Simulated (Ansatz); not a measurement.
**An elastic constant from a strain scan in AlN**

Theory: DFT r2SCAN, scalar-relativistic, plane waves, PAW (Ansatz 0.2.0). Settings: plane waves to 500 eV, k-mesh 10×10×10 (Γ-centred), Gaussian smearing 0.05 eV. No spin polarisation. Energies are free energies at this smearing, counted from the undisturbed cell; pressure is positive in compression.

The starting cell (as given, not relaxed at this level; it stands at 0.3 GPa; this zinc-blende form isn't the usual structure):

```xyz
2
Lattice="0.0000 2.1840 2.1840 2.1840 0.0000 2.1840 2.1840 2.1840 0.0000" Properties=species:S:1:pos:R:3 pbc="T T T"
Al    0.0000    0.0000    0.0000
N     3.2760    3.2760    3.2760
```

The cell is strained by ε times the Voigt pattern (0, 0, 0, 0, 1, 0) (xx, yy, zz, yz, xz, xy; engineering shear) with fractional coordinates fixed. The cell holds 2 atoms in V0 = 20.83 Å³. The stress column is τ = (1/V0) dE/dε, got from the stress tensor σ (compression positive) at each point as −det(1 + εP) σ : P(1 + εP)⁻¹, with P the pattern as a tensor.

| ε | ΔE (meV/atom) | τ (GPa) |
| --- | --- | --- |
| -0.1312 | 133.916 | -31.911 |
| -0.1125 | 98.035 | -27.129 |
| -0.0937 | 67.756 | -22.430 |
| -0.0750 | 43.279 | -17.846 |
| -0.0562 | 24.244 | -13.310 |
| -0.0375 | 10.775 | -8.851 |
| -0.0187 | 2.676 | -4.405 |
| 0.0000 | 0.000 | 0.000 |
| 0.0187 | 2.676 | 4.405 |
| 0.0375 | 10.775 | 8.851 |
| 0.0562 | 24.244 | 13.310 |
| 0.0750 | 43.279 | 17.846 |
| 0.0937 | 67.756 | 22.430 |
| 0.1125 | 98.035 | 27.129 |
| 0.1312 | 133.916 | 31.911 |
| 0.1500 | ? | ? |

Problem. Which combination of elastic constants does this scan measure, and how large is it?

Solution. For small ε, τ = τ0 + Kε with K = pᵀCp, which for this pattern is C44 in the cubic axes. The parabola through τ at ε = -0.0187, 0 and 0.0187 has slope K = 236 GPa at zero. The energies per cell, E = NΔE, of the same two points give K = 2[E(ε₊)/ε₊ − E(ε₋)/ε₋]/[(ε₊ − ε₋)V0] = 235 GPa, in agreement. These are clamped-ion values.

Problem. Predict the withheld row at ε = 0.1500 from the harmonic law, and compare.

Solution. ΔE = V0(τ0 ε + Kε²/2)/N = 172.305 meV/atom and τ = 35.33 GPa. The calculation gives 175.926 meV/atom and 36.85 GPa, a miss of 2.1 % of the harmonic energy, so the harmonic law still holds here.

Forces appear on the atoms along this scan, and letting them relax would lower the energy and soften the response.